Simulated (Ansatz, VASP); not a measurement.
## Two plane-wave programs on MgS

The input INCAR:

```
ALGO = Normal ; EDIFF = 1E-6
ENCUT = 520 ; GGA = PE
ISIF = 2 ; ISMEAR = 0
LASPH = T ; LCHARG = T
LELF = T ; LREAL = F
LVHAR = T ; LWAVE = F
NBANDS = 11 ; NELM = 80
PREC = Accurate ; SIGMA = 0.01
```

File KPOINTS:

```
k-points
0
Gamma
  6 6 6
```

POSCAR

```
MgS
1.0
    0.0000000000      2.6015179370      2.6015179370
    2.6015179370      0.0000000000      2.6015179370
    2.6015179370      2.6015179370      0.0000000000
Mg S
1 1
Direct
    0.0000000000      0.0000000000      0.0000000000
    0.5000000000      0.5000000000      0.5000000000
```

Input for Ansatz:

```yaml
crystal:
  lattice:
    - [0.0, 2.601517937, 2.601517937]
    - [2.601517937, 0.0, 2.601517937]
    - [2.601517937, 2.601517937, 0.0]
  atoms:
    - { symbol: Mg, position: [0.0, 0.0, 0.0] }
    - { symbol: S, position: [0.5, 0.5, 0.5] }
kpoints:
  mp_grid: { grid: [6, 6, 6] }
hamiltonian:
  xc: pbe
scf:
  occupations: { method: fixed }
output:
  optics:
    e_range: [0, 16]
    de: 0.05
    sigma: 0.1
    bands: { spectra_wanted_up_to: 16 }
  write_density: true
  write_potential: true
  elf: true
  volumetric_format: npy
```

Alike in both runs: task single point; functional PBE; k mesh 6 × 6 × 6; no spin polarisation.

```csv
,VASP,Ansatz
version,VASP 6.6.1,Ansatz 0.2.0
potentials or method,"VASP PAW PBE potentials, release 64 (Mg, S)","plane waves, PAW"
plane-wave cutoff (eV),520,420
occupations,"gaussian, width 0.01 eV",fixed
valence electrons in the cell,8,16
```

Ansatz gave:

* gap on the k mesh at the Fermi level (eV): 2.79

Problem. Estimate VASP's values.

Solution. gap on the k mesh at the Fermi level (eV): 2.77.

The two sets of potentials don't hold the same shells in valence.

A k mesh can miss the band edges. As with any semilocal functional, this PBE gap is likely too small.
